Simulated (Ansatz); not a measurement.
## Eigenvalues along a path: Li (sc type)

```
CELL_PARAMETERS angstrom
2.06025 0.00000 0.00000
0.00000 2.06025 0.00000
0.00000 0.00000 2.06025
ATOMIC_POSITIONS crystal
Li 0.00000 0.00000 0.00000
```

The cell comes from a relaxation on PAW files under the same functional, begun from a prototype that needn't be the stable phase.

Computed with Ansatz 0.2.0; functional PBE, scalar-relativistic. Settings: a Γ-centred 14×14×14 k mesh, Fermi–Dirac smearing of 0.05 eV, no spin polarisation. Methods: LAPW: all electrons, basis error target 1 meV/atom.

This run: volume at 0.43 of the series' base cell.

The structure type is held throughout; the real material can change phase at far lower pressure.

Path points, in fractions of the reciprocal vectors: Γ (0.000, 0.000, 0.000), X (0.000, 0.500, 0.000), M (0.500, 0.500, 0.000), R (0.500, 0.500, 0.500). The distance column jumps between branches of the path. Levels in eV from the Fermi level; bands 2 to 4, counted from the lowest band of the run. The gap is zero, the pressure 41.8 GPa.

```
# k(1/Å) point b2 b3 b4
0.000 Γ -3.99 21.19 21.19
0.191 - -3.94 19.10 21.32
0.381 - -3.77 16.19 21.70
0.572 - -3.49 13.51 22.32
0.762 - -3.14 11.16 23.16
0.953 - -2.73 9.21 24.20
1.144 - -2.32 7.70 25.36
1.334 - -2.01 6.73 26.41
1.525 X -1.89 6.39 26.89
1.715 - -1.75 6.36 25.71
1.906 - -1.34 6.28 23.75
2.097 - -0.67 6.15 21.67
2.287 - 0.27 5.95 18.28
2.478 - 1.46 5.73 15.17
2.669 - 2.87 5.51 12.39
2.859 - 4.38 5.36 10.05
3.050 M 5.30 5.30 8.86
3.319 - 3.66 5.58 10.86
3.589 - 1.43 6.40 13.83
3.858 - -0.43 7.76 15.79
4.128 - -1.85 9.67 16.76
4.398 - -2.86 12.12 17.61
4.667 - -3.51 15.08 18.71
4.937 - -3.88 18.48 20.14
5.206 Γ -3.99 21.19 21.19
5.536 - -3.82 18.61 18.61
5.866 - -3.23 15.60 15.60
6.197 - -2.12 13.30 13.30
6.527 - -0.35 11.76 11.76
6.857 - 2.19 11.00 11.00
7.187 - 5.51 10.96 10.96
7.517 - 9.39 11.48 11.48
7.847 R 11.91 11.91 11.91
8.117 - 10.43 10.74 12.18
8.386 - 7.56 9.00 12.99
8.656 - 4.78 7.65 14.34
8.926 - 2.41 6.79 16.22
9.195 - 0.54 6.38 18.62
9.465 - -0.80 6.29 21.50
9.734 - -1.61 6.34 24.70
10.004 X -1.89 6.39 26.89
12.160 R 11.91 11.91 11.91
12.351 - 11.20 11.20 12.09
12.542 - 9.87 9.87 12.61
12.732 - 8.54 8.54 12.29
12.923 - 7.40 7.40 11.06
13.113 - 6.49 6.49 10.10
13.304 - 5.83 5.83 9.41
13.495 - 5.44 5.44 9.00
13.685 M 5.30 5.30 8.86
```
